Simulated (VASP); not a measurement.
# MoH6 (P-3m1) in VASP: notebook

One crystal, MoH6, is run at these levels: PBE; tasks: single point.

Everything below comes from runs of VASP 6.6.1. Logs are shortened: lines on timing, memory, paths and dates and some standing lists are left out, and cuts for length are marked.

## Step 1: The structure

The structure is trigonal, space group P-3m1 (No. 164). Conventional cell: a = 2.831 Å, b = 2.831 Å, c = 21.439 Å, α = 90.00°, β = 90.00°, γ = 120.00°. H (site symmetry 3m) is surrounded by 3 Mo at 1.93 Å. H (site symmetry 3m) has 1 H at 0.75 Å as nearest neighbours. H (site symmetry 3m) is surrounded by 1 H at 0.75 Å. H (site symmetry 3m) has 1 H at 0.75 Å as nearest neighbours. H (site symmetry 3m) has 1 H at 0.75 Å as nearest neighbours. H (site symmetry 3m) is surrounded by 1 H at 0.75 Å. Mo (site symmetry 3m) has 3 H at 1.93 Å as nearest neighbours.

The cell was built by a generator and needn't be a form met in nature.

## Step 2: Single point, PBE

Contents of INCAR:

```
SYSTEM = MoH6
PREC = Normal
ENCUT = 520
EDIFF = 1E-5
ISMEAR = 0
SIGMA = 0.15
LREAL = Auto
LASPH = .True.
NELM = 80
ALGO = Fast
ISIF = 2
LWAVE = .False.
LCHARG = .False.
GGA = PE
```

Contents of KPOINTS:

```
regular mesh
0
Gamma
  9 9 1
  0 0 0
```

Contents of POSCAR:

```
MoH6
1.0
    2.8310600000      0.0000000000      0.0000000000
   -1.4155300000      2.4517700000      0.0000000000
    0.0000000000      0.0000000000     21.4389600000
H Mo
12 2
Direct
    0.0000000000      0.0000000000      0.8983480000
    0.0000000000      0.0000000000      0.1016520000
    0.6666670000      0.3333330000      0.6442640000
    0.6666670000      0.3333330000      0.6094090000
    0.3333330000      0.6666670000      0.7726830000
    0.3333330000      0.6666670000      0.7378140000
    0.0000000000      0.0000000000      0.4825710000
    0.0000000000      0.0000000000      0.5174290000
    0.6666670000      0.3333330000      0.2273170000
    0.6666670000      0.3333330000      0.2621860000
    0.3333330000      0.6666670000      0.3557360000
    0.3333330000      0.6666670000      0.3905910000
    0.6666670000      0.3333330000      0.9465230000
    0.3333330000      0.6666670000      0.0534770000
```

Potentials or basis: VASP PAW PBE potentials, release 64 (H, Mo_sv).

On the command line:

```sh
$ cat potpaw_PBE.64/H/POTCAR potpaw_PBE.64/Mo_sv/POTCAR > POTCAR
$ mpirun -np 1 vasp_std > vasp.out
```

OUTCAR:

```text
SYSTEM = MoH6
   PREC = Normal
   ENCUT = 520
   EDIFF = 1E-5
   ISMEAR = 0
   LREAL = Auto
   LASPH = .True.
   NELM = 80
   ISIF = 2
   GGA = PE

 ion  position               nearest neighbor table
   1  0.000  0.000  0.898-  13 1.93  13 1.93  13 1.93
   2  0.000  0.000  0.102-  14 1.93  14 1.93  14 1.93
   3  0.667  0.333  0.644-   4 0.75
   4  0.667  0.333  0.609-   3 0.75
   5  0.333  0.667  0.773-   6 0.75
   6  0.333  0.667  0.738-   5 0.75
   7  0.000  0.000  0.483-   8 0.75
   8  0.000  0.000  0.517-   7 0.75
   9  0.667  0.333  0.227-  10 0.75
  10  0.667  0.333  0.262-   9 0.75
  11  0.333  0.667  0.356-  12 0.75
  12  0.333  0.667  0.391-  11 0.75
  13  0.667  0.333  0.947-   1 1.93   1 1.93   1 1.93  14 2.82  14 2.82  14 2.82
  14  0.333  0.667  0.053-   2 1.93   2 1.93   2 1.93  13 2.82  13 2.82  13 2.82

  LATTYP: Found a hexagonal cell.
 ALAT       =     2.8310600000
 C/A-ratio  =     7.5727677972

  Lattice vectors:

 A1 = (   2.8310600000,   0.0000000000,   0.0000000000)
 A2 = (  -1.4155300000,   2.4517700000,   0.0000000000)
 A3 = (   0.0000000000,   0.0000000000,  21.4389600000)

Analysis of symmetry for initial positions (statically):
=====================================================================
 Subroutine PRICEL returns:
 Original cell was already a primitive cell.

 Routine SETGRP: Setting up the symmetry group for a
 hexagonal supercell.

 Subroutine GETGRP returns: Found 12 space group operations
 (whereof 12 operations were pure point group operations)
 out of a pool of 24 trial point group operations.

The static configuration has the point symmetry D_3d.

Analysis of symmetry for dynamics (positions and initial velocities):
=====================================================================
 Subroutine PRICEL returns:
 Original cell was already a primitive cell.

 Routine SETGRP: Setting up the symmetry group for a
 hexagonal supercell.

 Subroutine GETGRP returns: Found 12 space group operations
 (whereof 12 operations were pure point group operations)
 out of a pool of 24 trial point group operations.

The dynamic configuration has the point symmetry D_3d.

 Subroutine INISYM returns: Found 12 space group operations
[... 118 lines left out ...]
   PSTRESS=    0.0 pullay stress
   NELECT =      40.0000    total number of electrons
   NUPDOWN=      -1.0000    fix difference up-down
   EMIN   =  10.00;   EMAX   =-10.00  energy-range for DOS
   EFERMI =   0.00;   METHOD = LEGACY
   ISMEAR =     0;   SIGMA  =   0.15  broadening in eV -4-tet -1-fermi 0-gaus
   EFERMI_NEDOS =   21; number of points for ismear=-14 and -15
   IALGO  =     68    algorithm
   IMIX   =      4    mixing-type and parameters
     AMIX     =   0.40;   BMIX     =  1.00
     AMIX_MAG =   1.60;   BMIX_MAG =  1.00
  volume/ion in A,a.u.               =      10.63        71.73
  Fermi-wavevector in a.u.,A,eV,Ry     =   1.056535  1.996562 15.187731  1.116267
  Thomas-Fermi vector in A             =   2.191775
   LORBIT       =      0    0 simple, 1 ext, 2 COOP (PROOUT), +10 PAW based schemes
   GGA     = PE    functional components
   LHFCALC =     F    Hartree Fock is set to
   AEXX    =    0.0000 exact exchange contribution
   IVDW    =     0    specifies the selected vdW correction
   LEPSILON=     F    determine dielectric tensor
   LRPA    =     F    only Hartree local field effects (RPA)
 non-spin polarized calculation
 RMM-DIIS sequential band-by-band and
 Gauss-broadening in eV      SIGMA  =   0.15
  energy-cutoff  :      520.00
  volume of cell :      148.81
 maximum number of plane-waves:      4030
   NGX = 11   NGY = 11   NGZ = 79

 number of electron      40.0000002 magnetization

 Free energy of the ion-electron system (eV)
  ---------------------------------------------------
  ext. energy  EPLUGINS =         0.00000000
  ---------------------------------------------------
  free energy    TOTEN  =       -61.39236944 eV

  energy without entropy =      -61.36780178  energy(sigma->0) =      -61.38008561

 E-fermi :  -0.1350     XC(G=0):  -7.4909

 val. band max:       -0.1381368074   @ k =   0.2222   0.1111   0.0000
 cond. band min:       0.0252917946   @ k =   0.3333  -0.0000   0.0000
 fundamental gap:      0.1634286020
 Fermi energy:        -0.1349837182

 k-point     1 :       0.0000    0.0000    0.0000
  band No.  band energies     occupation
      1     -60.9956      2.00000
      2     -60.8789      2.00000
      3     -35.4031      2.00000
      4     -34.7433      2.00000
      5     -34.5003      2.00000
      6     -34.5003      2.00000
[... 361 lines left out ...]
     27       7.4160      0.00000
     28       7.6331      0.00000

------------------------ aborting loop because EDIFF is reached ----------------------------------------

  FORCE on cell =-STRESS in cart. coord.  units (eV):
  Direction    XX          YY          ZZ          XY          YZ          ZX
  --------------------------------------------------------------------------------------
  -------------------------------------------------------------------------------------
  Total       -0.1066463     -0.1066463      0.4055197      0.0000000      0.0000000      0.0000000
  in kB       -1.1482162     -1.1482163      4.3660631      0.0000000      0.0000000      0.0000000
  external PRESSURE =       0.6898769 kB  Pullay stress =       0.0000000 kB

 VOLUME and BASIS-vectors are now :
 -----------------------------------------------------------------------------
  energy-cutoff  :      520.00
  volume of cell :      148.81
      direct lattice vectors                 reciprocal lattice vectors
     2.831060000  0.000000000  0.000000000     0.353224587  0.203934301  0.000000000
    -1.415530000  2.451770000  0.000000000     0.000000000  0.407868601  0.000000000
     0.000000000  0.000000000 21.438960000     0.000000000  0.000000000  0.046644054

 POSITION                                       TOTAL-FORCE (eV/Angst)
 -----------------------------------------------------------------------------------
      0.00000      0.00000     19.25965        -0.000000      0.000000      0.002008
      0.00000      0.00000      2.17931         0.000000     -0.000000     -0.002008
      1.41553      0.81726     13.81235        -0.000000      0.000000      0.001034
      1.41553      0.81726     13.06510        -0.000000      0.000000      0.002407
     -0.00000      1.63451     16.56552        -0.000000      0.000000      0.002133
     -0.00000      1.63451     15.81796         0.000000     -0.000000      0.005835
      0.00000      0.00000     10.34582        -0.000000      0.000000      0.002911
      0.00000      0.00000     11.09314        -0.000000      0.000000     -0.002911
      1.41553      0.81726      4.87344        -0.000000      0.000000     -0.002133
      1.41553      0.81726      5.62100        -0.000000      0.000000     -0.005835
     -0.00000      1.63451      7.62661         0.000000     -0.000000     -0.001034
     -0.00000      1.63451      8.37386         0.000000      0.000000     -0.002407
      1.41553      0.81726     20.29247        -0.000000     -0.000000     -0.146415
     -0.00000      1.63451      1.14649         0.000000      0.000000      0.146415
 -----------------------------------------------------------------------------------
    total drift:                                0.000000     -0.000000      0.000000

  FREE ENERGIE OF THE ION-ELECTRON SYSTEM (eV)
  ---------------------------------------------------
  free  energy   TOTEN  =       -61.3923694369 eV

  energy  without entropy=      -61.3678017826  energy(sigma->0) =      -61.38008561
```

Wall time 22 s (1 thread of Intel Xeon Platinum 8559C (Emerald Rapids), shared host); peak memory 0.18 GiB.

Results:

```
Free energy            : -61.3924 eV
Pressure               : 0.1 GPa
Largest force          : 0.146 eV/Å
Band gap on the k mesh : none (metal or under the smearing width)
```

Forces on the atoms (eV/Å):
```
H    0.000  0.000  0.002
H    0.000  0.000 -0.002
H    0.000  0.000  0.001
H    0.000  0.000  0.002
H    0.000  0.000  0.002
H    0.000  0.000  0.006
H    0.000  0.000  0.003
H    0.000  0.000 -0.003
H    0.000  0.000 -0.002
H    0.000  0.000 -0.006
H    0.000  0.000 -0.001
H    0.000  0.000 -0.002
Mo   0.000  0.000 -0.146
Mo   0.000  0.000  0.146
```

Levels at points of the mesh, in eV from the Fermi level:
| k point | band 17 | band 18 | band 19 | band 20 | band 21 | band 22 | band 23 | band 24 |
| --- | --- | --- | --- | --- | --- | --- | --- | --- |
| (0.00, 0.00, 0.00) | -1.83 | -1.06 | -0.74 | -0.74 | -0.57 | -0.57 | 1.72 | 1.72 |

## Step 3: Single point, PBE

This run uses another cell than the first one, of the same volume but with other edges.

INCAR is that of step 2.

Contents of KPOINTS:

```
regular mesh
0
Gamma
  9 9 2
  0 0 0
```

Contents of POSCAR:

```
MoH6
1.0
    5.5604580000      0.0000000000      0.0000000000
   -1.3901140000      2.4077490000      0.0000000000
    0.0000000000      0.0000000000     11.1139200000
H Mo
12 2
Direct
    0.3333335000      0.3333330000      0.9009580000
    0.8333335000      0.3333330000      0.9009580000
    0.1666665000      0.6666670000      0.0990420000
    0.6666665000      0.6666670000      0.0990420000
    0.1666665000      0.6666670000      0.3426800000
    0.6666665000      0.6666670000      0.3426800000
    0.1666665000      0.6666670000      0.4098770000
    0.6666665000      0.6666670000      0.4098770000
    0.3333335000      0.3333330000      0.6573200000
    0.8333335000      0.3333330000      0.6573200000
    0.3333335000      0.3333330000      0.5901230000
    0.8333335000      0.3333330000      0.5901230000
    0.0000000000      0.0000000000      0.0000000000
    0.5000000000      0.0000000000      0.0000000000
```

Potentials or basis: VASP PAW PBE potentials, release 64 (H, Mo_sv).

On the command line:

```sh
$ cat potpaw_PBE.64/H/POTCAR potpaw_PBE.64/Mo_sv/POTCAR > POTCAR
$ mpirun -np 1 vasp_std > vasp.out
```

It took 67 s on 1 thread of Intel Xeon Platinum 8559C (Emerald Rapids), shared host; peak memory 0.26 GiB.

The run converged. Its results:

```yaml
Free_energy: -60.5108 eV
Pressure: 0.0 GPa
Largest_force: 0.037 eV/Å
Band_gap_on_the_k_mesh: none (metal or under the smearing width)
```

Forces in eV/Å, atoms in the order of the input:
```
H   -0.008 -0.005 -0.036
H   -0.008 -0.005 -0.036
H    0.008  0.005  0.036
H    0.008  0.005  0.036
H    0.000  0.000  0.001
H    0.000  0.000  0.001
H    0.000  0.000 -0.004
H    0.000  0.000 -0.004
H    0.000  0.000 -0.001
H    0.000  0.000 -0.001
H    0.000  0.000  0.004
H    0.000  0.000  0.004
Mo   0.000  0.000  0.000
Mo   0.000  0.000  0.000
```

Stress tensor (GPa, compression positive):
```
-0.25 -0.16  0.04
-0.16 -0.07  0.02
 0.04  0.02  0.25
```

Levels at points of the mesh, in eV from the Fermi level:
```
           k point  band 16  band 17  band 18  band 19  band 20  band 21  band 22  band 23  band 24  band 25
(0.00, 0.00, 0.00)    -3.76    -3.05    -2.70    -0.97    -0.96     0.09     0.76     1.86     1.87     3.38
(0.00, 0.00, 0.50)    -3.76    -3.05    -2.68    -0.97    -0.96     0.09     0.76     1.86     1.87     3.37
```
